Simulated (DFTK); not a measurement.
**Rh under changes of volume**

One of the cells (13.671 Å³/atom); the others are scaled copies at fixed shape and fractional positions:

```
CELL_PARAMETERS angstrom
0.00000 1.89785 1.89785
1.89785 0.00000 1.89785
1.89785 1.89785 0.00000
ATOMIC_POSITIONS crystal
Rh 0.00000 0.00000 0.00000
```

* Program: DFTK 0.8.2
* Functional: PBEsol
* Potentials or basis: dojo.nc.sr.pbesol.v0_4_1.standard.upf (PBEsol)
* Cutoff: 1197 eV
* k mesh: 12 × 12 × 12
* Occupations: fermi-dirac, width 0.05 eV
* Spin: no spin polarisation

```tsv
volume (Å³/atom)	energy over the lowest point (meV/atom)	pressure (GPa)
12.851	32.43	16.9
13.125	10.08	9.3
13.398	0.00	2.6
13.671	0.75	-3.4
13.945	?	?
14.218	29.83	-13.3
14.492	56.05	-17.4
```

Task: What does the run at 13.945 Å³/atom give?

Result: Energy over the lowest point 11.07 meV/atom; pressure -8.7 GPa.

Worked out: A Birch-Murnaghan fit of order 3 (a polynomial in V^(-2/3)) to the other rows has its minimum at 13.51 Å³/atom with B0 = V·E''(V) = 297 GPa and B' = 5.2. It gives 11.09 meV/atom at 13.945 Å³/atom, against the run's 11.07, and -dE/dV = -8.6 GPa, against -8.7.

Energies are extrapolated to zero smearing.
